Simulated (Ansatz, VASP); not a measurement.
## Na3H8 in VASP and in Ansatz

INCAR

```
SYSTEM = Na3H8
PREC = Accurate
ENCUT = 600
EDIFF = 1E-7
ISMEAR = 0
SIGMA = 0.1
LREAL = .FALSE.
LASPH = .TRUE.
NELM = 100
ALGO = Normal
ISIF = 3
LWAVE = .FALSE.
LCHARG = .FALSE.
GGA = PE
IBRION = 2
NSW = 90
EDIFFG = -0.04
```

Contents of KPOINTS:

```
Automatic mesh
0
G
  4 4 4
  0 0 0
```

File POSCAR:

```
Na3H8
1.0
    0.0000000000      3.7473551000      3.7473551000
    3.7473551000      0.0000000000      3.7473551000
    3.7473551000      3.7473551000      0.0000000000
Na H
3 8
Direct
    0.2500000000      0.2500000000      0.2500000000
    0.7500000000      0.7500000000      0.7500000000
    0.0000000000      0.0000000000      0.0000000000
    0.3818439200      0.3818439200      0.3818439200
    0.3818439200      0.3818439200      0.8544682400
    0.3818439200      0.8544682400      0.3818439200
    0.8544682400      0.3818439200      0.3818439200
    0.6181560800      0.6181560800      0.1455317600
    0.6181560800      0.6181560800      0.6181560800
    0.6181560800      0.1455317600      0.6181560800
    0.1455317600      0.6181560800      0.6181560800
```

Input for Ansatz:

```yaml
crystal:
  lattice:
    - [0.0, 3.7473551, 3.7473551]
    - [3.7473551, 0.0, 3.7473551]
    - [3.7473551, 3.7473551, 0.0]
  atoms:
    - { symbol: Na, position: [0.25, 0.25, 0.25] }
    - { symbol: Na, position: [0.75, 0.75, 0.75] }
    - { symbol: Na, position: [0.0, 0.0, 0.0] }
    - { symbol: H, position: [0.38184392, 0.38184392, 0.38184392] }
    - { symbol: H, position: [0.38184392, 0.38184392, 0.85446824] }
    - { symbol: H, position: [0.38184392, 0.85446824, 0.38184392] }
    - { symbol: H, position: [0.85446824, 0.38184392, 0.38184392] }
    - { symbol: H, position: [0.61815608, 0.61815608, 0.14553176] }
    - { symbol: H, position: [0.61815608, 0.61815608, 0.61815608] }
    - { symbol: H, position: [0.61815608, 0.14553176, 0.61815608] }
    - { symbol: H, position: [0.14553176, 0.61815608, 0.61815608] }
basis:
  ecutwfc: 420
kpoints:
  mp_grid: { grid: [4, 4, 4] }
hamiltonian:
  xc: pbe
scf:
  occupations: { method: gaussian, width: 0.1 }
  lower_state_search: "off"
output:
  forces: true
  stress: true
  eigenvalues: true
relax:
  adjacent_minimum: "off"
  f_tol: 0.04
  max_steps: 70
  cell: { stress_tol: 0.4 }
```

Alike in both runs: task relaxation of cell and atoms; functional PBE; k mesh 4 × 4 × 4; occupations gaussian, width 0.1 eV; no spin polarisation.

```csv
,VASP,Ansatz
version,VASP 6.6.1,Ansatz 0.2.0
potentials or method,"VASP PAW PBE potentials, release 64 (Na_pv, H)","scalar-relativistic, plane waves, PAW"
plane-wave cutoff (eV),600,420
valence electrons in the cell,29,35
```

Ansatz gave:

```
gap on the k mesh at the Fermi level, each at its own relaxed structure (eV) : none
relaxed volume (Å³/atom)                                                     : 17.31
relaxed cell length with the largest relative difference (Å)                 : 6.458
energy change over the relaxation (meV/atom)                                 : -425
```

**Question.** What did VASP give for the same quantities?

**Answer.** gap on the k mesh at the Fermi level, each at its own relaxed structure (eV): none; relaxed volume (Å³/atom): 16.02; relaxed cell length with the largest relative difference (Å): 6.293; energy change over the relaxation (meV/atom): -420.

A gap of «none» marks a metal or a gap that the smearing closes. One of these differences is far larger than is usual between the two programs; its cause wasn't traced. The two sets of potentials don't hold the same shells in valence.

Caveats: the k mesh is coarse (spacing up to 0.36 Å⁻¹), so the values aren't converged; the volume moved by over 15 % at a fixed basis, so the end points are rough.
